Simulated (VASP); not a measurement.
# Cu3Au (Auricupride) (Pm-3m) in VASP: notebook, part 2 of 2

VASP 6.6.1. Earlier steps stand in the parts before.

### Step 4. Band structure, PBE

Input file INCAR:

```
PREC = Accurate
ENCUT = 500
EDIFF = 1E-6
ISMEAR = -1
SIGMA = 0.05
LREAL = False
LASPH = True
NELM = 80
ALGO = Fast
ISIF = 2
LWAVE = False
LCHARG = False
LMAXMIX = 4
GGA = PE
```

Input file KPOINTS:

```
regular mesh
0
Gamma
  7 7 7
```

Input file POSCAR:

```
Cu3Au
1.0
    3.7400000000      0.0000000000      0.0000000000
    0.0000000000      3.7400000000      0.0000000000
    0.0000000000      0.0000000000      3.7400000000
Au Cu
1 3
Direct
    0.0000000000      0.0000000000      0.0000000000
    0.5000000000      0.5000000000      0.0000000000
    0.5000000000      0.0000000000      0.5000000000
    0.0000000000      0.5000000000      0.5000000000
```

Input file KPOINTS_OPT:

```
path GXMGRX,MR
20
line-mode
reciprocal
 0.0000000000  0.0000000000  0.0000000000  G
 0.0000000000  0.5000000000  0.0000000000  X

 0.0000000000  0.5000000000  0.0000000000  X
 0.5000000000  0.5000000000  0.0000000000  M

 0.5000000000  0.5000000000  0.0000000000  M
 0.0000000000  0.0000000000  0.0000000000  G

 0.0000000000  0.0000000000  0.0000000000  G
 0.5000000000  0.5000000000  0.5000000000  R

 0.5000000000  0.5000000000  0.5000000000  R
 0.0000000000  0.5000000000  0.0000000000  X

 0.5000000000  0.5000000000  0.0000000000  M
 0.5000000000  0.5000000000  0.5000000000  R
```

Potentials or basis: VASP PAW PBE potentials, release 64 (Au, Cu).

Run with:

```console
> cat potpaw_PBE.64/Au/POTCAR potpaw_PBE.64/Cu/POTCAR > POTCAR
> mpirun -np 1 vasp_std > vasp.out
```

OUTCAR:

```text
PREC = Accurate
   ENCUT = 500
   EDIFF = 1E-6
   ISMEAR = -1
   LREAL = False
   LASPH = True
   NELM = 80
   ISIF = 2
   GGA = PE

 ion  position               nearest neighbor table
   1  0.000  0.000  0.000-   2 2.64   3 2.64   4 2.64   3 2.64   4 2.64   2 2.64   4 2.64   4 2.64
                             2 2.64   3 2.64   3 2.64   2 2.64
   2  0.500  0.500  0.000-   1 2.64   3 2.64   4 2.64   3 2.64   4 2.64   1 2.64   3 2.64   3 2.64
                             1 2.64   4 2.64   4 2.64   1 2.64
   3  0.500  0.000  0.500-   1 2.64   2 2.64   4 2.64   1 2.64   2 2.64   2 2.64   4 2.64   2 2.64
                             1 2.64   4 2.64   1 2.64   4 2.64
   4  0.000  0.500  0.500-   1 2.64   2 2.64   3 2.64   1 2.64   2 2.64   1 2.64   3 2.64   1 2.64
                             2 2.64   3 2.64   2 2.64   3 2.64

  LATTYP: Found a simple cubic cell.
 ALAT       =     3.7400000000

  Lattice vectors:

 A1 = (   3.7400000000,   0.0000000000,   0.0000000000)
 A2 = (   0.0000000000,   3.7400000000,   0.0000000000)
 A3 = (   0.0000000000,   0.0000000000,   3.7400000000)

Analysis of symmetry for initial positions (statically):
=====================================================================
 Subroutine PRICEL returns:
 Original cell was already a primitive cell.

 Routine SETGRP: Setting up the symmetry group for a
 simple cubic supercell.

 Subroutine GETGRP returns: Found 48 space group operations
 (whereof 48 operations were pure point group operations)
 out of a pool of 48 trial point group operations.

The static configuration has the point symmetry O_h .

Analysis of symmetry for dynamics (positions and initial velocities):
=====================================================================
 Subroutine PRICEL returns:
 Original cell was already a primitive cell.

 Routine SETGRP: Setting up the symmetry group for a
 simple cubic supercell.

[... 122 lines left out ...]
     AMIX     =   0.40;   BMIX     =  1.00
     AMIX_MAG =   1.60;   BMIX_MAG =  1.00
  volume/ion in A,a.u.               =      13.08        88.26
  Fermi-wavevector in a.u.,A,eV,Ry     =   1.545328  2.920247 32.491255  2.388040
  Thomas-Fermi vector in A             =   2.650723
   LORBIT       =      0    0 simple, 1 ext, 2 COOP (PROOUT), +10 PAW based schemes
   GGA     = PE    functional components
   LHFCALC =     F    Hartree Fock is set to
   AEXX    =    0.0000 exact exchange contribution
   IVDW    =     0    specifies the selected vdW correction
   LEPSILON=     F    determine dielectric tensor
   LRPA    =     F    only Hartree local field effects (RPA)
 non-spin polarized calculation
 RMM-DIIS sequential band-by-band and
  energy-cutoff  :      500.00
  volume of cell :       52.31
 maximum number of plane-waves:      1357
 NGX is ok and might be reduce to    28
   NGX = 13   NGY = 13   NGZ = 13

 number of electron      44.0000060 magnetization

 Free energy of the ion-electron system (eV)
  ---------------------------------------------------
  ext. energy  EPLUGINS =         0.00000000
  ---------------------------------------------------
  free energy    TOTEN  =       -14.56188401 eV

  energy without entropy =      -14.54950097  energy(sigma->0) =      -14.55569249

 E-fermi :   8.2968     XC(G=0): -12.7372

 val. band max:        8.2811265090   @ k =   0.2857   0.2857   0.0000
 cond. band min:       8.3744427878   @ k =   0.1429   0.0000   0.0000
 fundamental gap:      0.0933162787
 Fermi energy:         8.2967785408

 k-point     1 :       0.0000    0.0000    0.0000
  band No.  band energies     occupation
      1      -1.3355      2.00000
      2       1.9191      2.00000
      3       1.9191      2.00000
      4       2.7513      2.00000
      5       2.7513      2.00000
      6       2.7513      2.00000
[... 569 lines left out ...]
     25      11.3192      0.00000
     26      12.7194      0.00000

------------------------ aborting loop because EDIFF is reached ----------------------------------------

  FORCE on cell =-STRESS in cart. coord.  units (eV):
  Direction    XX          YY          ZZ          XY          YZ          ZX
  --------------------------------------------------------------------------------------
  -------------------------------------------------------------------------------------
  Total        1.7056313      1.7056313      1.7056313     -0.0000000     -0.0000000      0.0000000
  in kB       52.2373246     52.2373246     52.2373246     -0.0000000     -0.0000000      0.0000000
  external PRESSURE =      52.2373246 kB  Pullay stress =       0.0000000 kB

 VOLUME and BASIS-vectors are now :
 -----------------------------------------------------------------------------
  energy-cutoff  :      500.00
  volume of cell :       52.31
      direct lattice vectors                 reciprocal lattice vectors
     3.740000000  0.000000000  0.000000000     0.267379679  0.000000000  0.000000000
     0.000000000  3.740000000  0.000000000     0.000000000  0.267379679  0.000000000
     0.000000000  0.000000000  3.740000000     0.000000000  0.000000000  0.267379679

 POSITION                                       TOTAL-FORCE (eV/Angst)
 -----------------------------------------------------------------------------------
      0.00000      0.00000      0.00000         0.000000      0.000000      0.000000
      1.87000      1.87000      0.00000         0.000000      0.000000      0.000000
      1.87000      0.00000      1.87000         0.000000      0.000000      0.000000
      0.00000      1.87000      1.87000         0.000000      0.000000      0.000000
 -----------------------------------------------------------------------------------
    total drift:                                0.000000      0.000000      0.000000

  FREE ENERGIE OF THE ION-ELECTRON SYSTEM (eV)
  ---------------------------------------------------
  free  energy   TOTEN  =       -14.5618840147 eV

  energy  without entropy=      -14.5495009670  energy(sigma->0) =      -14.55569249
```

stdout:

```text
POSCAR found type information on POSCAR AuCu
 POSCAR found :  2 types and       4 ions
 scaLAPACK will be used
 LDA part: xc-table for (Slater+PW92), standard interpolation
 POSCAR, INCAR and KPOINTS ok, starting setup
 FFT: planning ... GRIDC
 FFT: planning ... GRID_SOFT
 FFT: planning ... GRID
 WAVECAR not read
 entering main loop
 Start KPOINTS_OPT (optional k-point list driver)
k-point batch [1-20\120]
k-point batch [21-40\120]
k-point batch [41-60\120]
k-point batch [61-80\120]
k-point batch [81-100\120]
k-point batch [101-120\120]
```

It took 69 s on 1 thread of AMD EPYC 9R45 (Zen 5), shared host; peak memory 0.15 GiB.

What came out:

- Free energy: -14.5619 eV
- Pressure: 5.2 GPa
- Band gap along the path: none (metal or under the smearing width)

Levels at the corners of the path, in eV from the Fermi level:
| point | band 18 | band 19 | band 20 | band 21 | band 22 | band 23 | band 24 | band 25 | band 26 |
| --- | --- | --- | --- | --- | --- | --- | --- | --- | --- |
| Γ | -1.48 | -1.33 | -1.33 | -1.33 | 1.32 | 1.32 | 1.32 | 6.08 | 7.66 |
| X | -2.19 | -1.95 | -1.88 | -1.48 | -1.33 | 5.88 | 5.88 | 6.66 | 6.66 |
| X | -2.19 | -1.95 | -1.88 | -1.48 | -1.33 | 5.88 | 5.88 | 6.66 | 6.66 |
| M | -2.26 | -2.18 | -2.10 | -0.46 | -0.46 | -0.35 | 0.41 | 8.66 | 9.59 |
| M | -2.26 | -2.18 | -2.10 | -0.46 | -0.46 | -0.35 | 0.41 | 8.66 | 9.59 |
| Γ | -1.48 | -1.33 | -1.33 | -1.33 | 1.32 | 1.32 | 1.32 | 6.08 | 7.66 |
| Γ | -1.48 | -1.33 | -1.33 | -1.33 | 1.32 | 1.32 | 1.32 | 6.08 | 7.66 |
| R | -1.55 | -1.55 | -1.55 | -1.03 | -1.00 | -1.00 | -1.00 | 2.55 | 4.24 |
| R | -1.55 | -1.55 | -1.55 | -1.03 | -1.00 | -1.00 | -1.00 | 2.55 | 4.24 |
| X | -2.19 | -1.95 | -1.88 | -1.48 | -1.33 | 5.88 | 5.88 | 6.66 | 6.66 |
| M | -2.26 | -2.18 | -2.10 | -0.46 | -0.46 | -0.35 | 0.41 | 8.66 | 9.59 |
| R | -1.55 | -1.55 | -1.55 | -1.03 | -1.00 | -1.00 | -1.00 | 2.55 | 4.24 |

Caveat: spin-orbit coupling is left out, which moves the levels of the heavy elements.

### Step 5. Band structure, PBE

Input file INCAR:

```
SYSTEM = Cu3Au
ALGO = Fast
EDIFF = 1E-6
ENCUT = 520
GGA = PE
ISIF = 2
ISMEAR = -1
LASPH = .True.
LCHARG = .False.
LMAXMIX = 4
LREAL = .False.
LWAVE = .False.
NELM = 80
PREC = Accurate
SIGMA = 0.05
```

Input file KPOINTS:

```
k-points
0
Gamma
  7 7 7
  0 0 0
```

POSCAR is that of step 4.

KPOINTS_OPT: that of step 4 with these lines changed.

```diff
@@ -1,3 +1,3 @@
 path GXMGRX,MR
-20
+10
 line-mode
```

Potentials or basis: VASP PAW PBE potentials, release 64 (Au, Cu_pv).

Run with:

```console
> cat potpaw_PBE.64/Au/POTCAR potpaw_PBE.64/Cu_pv/POTCAR > POTCAR
> mpirun -np 1 vasp_std > vasp.out
```

Run time: 50 s. Hardware: 1 thread of AMD EPYC 9R45 (Zen 5), shared host; peak memory 0.17 GiB.

It converged, with:

```yaml
Free_energy: -14.6105 eV
Pressure: 4.9 GPa
Band_gap_along_the_path: none (metal or under the smearing width)
```

Levels at the corners of the path, in eV from the Fermi level:
```
point  band 29  band 30  band 31  band 32  band 33  band 34
    Γ    -1.31    -1.31     1.29     1.29     1.29     6.09
    X    -1.86    -1.46    -1.32     5.87     5.87     6.64
    X    -1.86    -1.46    -1.32     5.87     5.87     6.64
    M    -2.08    -0.45    -0.45    -0.34     0.40     8.65
    M    -2.08    -0.45    -0.45    -0.34     0.40     8.65
    Γ    -1.31    -1.31     1.29     1.29     1.29     6.09
    Γ    -1.31    -1.31     1.29     1.29     1.29     6.09
    R    -1.53    -1.06    -1.03    -1.03    -1.03     2.56
    R    -1.53    -1.06    -1.03    -1.03    -1.03     2.56
    X    -1.86    -1.46    -1.32     5.87     5.87     6.64
    M    -2.08    -0.45    -0.45    -0.34     0.40     8.65
    R    -1.53    -1.06    -1.03    -1.03    -1.03     2.56
```

Caveat: spin-orbit coupling is left out, which moves the levels of the heavy elements.

### Step 6. The runs side by side

| level | potentials or basis | spin | k mesh | cutoff (eV) | pressure (GPa) |
| --- | --- | --- | --- | --- | --- |
| LDA | VASP PAW LDA potentials, release 64 (Au, Cu) | SOC, no magnetisation | 5 × 5 × 5 | 520 | - |
| PBEsol | VASP PAW PBE potentials, release 64 (Au, Cu) | off | 7 × 7 × 7 | 520 | - |
| PBE | VASP PAW PBE potentials, release 64 (Au, Cu) | off | 7 × 7 × 7 | 500 | 5.2 |
| PBE | VASP PAW PBE potentials, release 64 (Au, Cu_pv) | off | 7 × 7 × 7 | 520 | 4.9 |

Alike in all rows: task band structure; cell as given; smearing fermi-dirac 0.05 eV.

Caveats: spin-orbit coupling is left out, which moves the levels of the heavy elements (some runs); the PAW data sets were made with another functional, which shifts forces and pressure a little (some runs).

Total energies depend on the potentials used, so only differences within one code and one set of settings carry meaning.
